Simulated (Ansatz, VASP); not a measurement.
# Zn in VASP and in Ansatz

```
Zn
1.0
    -1.57943    1.57943    1.57943
     1.57943   -1.57943    1.57943
     1.57943    1.57943   -1.57943
Zn
1
Cartesian
  0.0000 0.0000 0.0000
```

Change from the starting cell: volume scaled by 1.02.

Alike in both runs: task single point; functional PBE; k mesh 12 × 12 × 12; occupations fermi-dirac, width 0.05 eV; no spin polarisation.

|  | VASP | Ansatz |
| --- | --- | --- |
| version | VASP 6.6.1 | Ansatz 0.2.0 |
| potentials or method | VASP PAW PBE potentials, release 64 (Zn) | Ansatz PAW |
| plane-wave cutoff (eV) | 520 | 420 |
| valence electrons in the cell | 12 | 12 |

|  | VASP | Ansatz | Ansatz less VASP |
| --- | --- | --- | --- |
| gap on the k mesh at the Fermi level (eV) | none | none | - |
| pressure (GPa) | -1.2 | -1.5 | -0.26 |

A gap of «none» marks a metal or a gap that the smearing closes. With one functional, cell and mesh, what is left measures potentials, basis and numerics.
